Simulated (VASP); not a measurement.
Crystal: KTaO3.

```xyz
5
Lattice="3.9891 0.0000 0.0000 0.0000 3.9891 0.0000 0.0000 0.0000 3.9891" Properties=species:S:1:pos:R:3 pbc="T T T"
K     1.9945    1.9945    1.9945
Ta    0.0000    0.0000    0.0000
O     1.9945    0.0000    0.0000
O     0.0000    1.9945    0.0000
O     0.0000    0.0000    1.9945
```

Program: VASP 6.6.1. Alike in all runs: potentials or basis VASP PAW PBE potentials, release 64 (K_sv, Ta_pv, O); no spin polarisation; cell as given; cutoff (eV) 520; smearing gaussian 0.03 eV. Hardware: 2 MPI ranks on Intel(R) Xeon(R) Platinum 8559C (Emerald Rapids) (shared host).

**Question.** Order these runs on this cell by their wall time, lowest first.
A. task dielectric tensor; level PBE; k mesh 10 × 10 × 10; monkhorst-Pack mesh yes
B. task band structure; level PBE; k mesh 8 × 8 × 8
C. task band structure; level r2SCAN; k mesh 8 × 8 × 8

**Answer.** B (64 s), C (180 s), A (420 s).
